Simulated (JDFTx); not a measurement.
Crystal: Li.

```
Li
1.0
    -1.75465    1.75465    1.75465
     1.75465   -1.75465    1.75465
     1.75465    1.75465   -1.75465
Li
1
Direct
  0.00000 0.00000 0.00000
```

```yaml
Program: JDFTx 1.7.0 (patched build)
Task: single point
Functional: PBEsol
Potentials_or_basis: PseudoDojo-SR-PBEsol-0.4.1-standard with smoothed tails
Cutoff: 1007 eV
Density_cutoff: 4027 eV
k_mesh: 11 × 11 × 11
Occupations: fermi-dirac, width 0.05 eV
Spin: no spin polarisation
```

On this cell: pressure -0.8 GPa; band gap on the k mesh none (metal or under the smearing width).

The same run follows on a disturbed copy (cell strained at random at fixed volume):

```xyz
1
Lattice="-1.7333 1.7667 1.7352 1.7284 -1.7909 1.7546 1.7432 1.8008 -1.7595" Properties=species:S:1:pos:R:3 pbc="T T T"
Li   -0.0064   -0.0779    0.0361
```

Task: What changes?

Result: The energy (extrapolated to zero smearing) moves by +0.2 meV/atom; pressure -0.8 GPa; band gap on the k mesh none (metal or under the smearing width).

Stress tensor (GPa, compression positive):
```
-0.79 -0.07  0.02
-0.07 -0.89  0.19
 0.02  0.19 -0.80
```
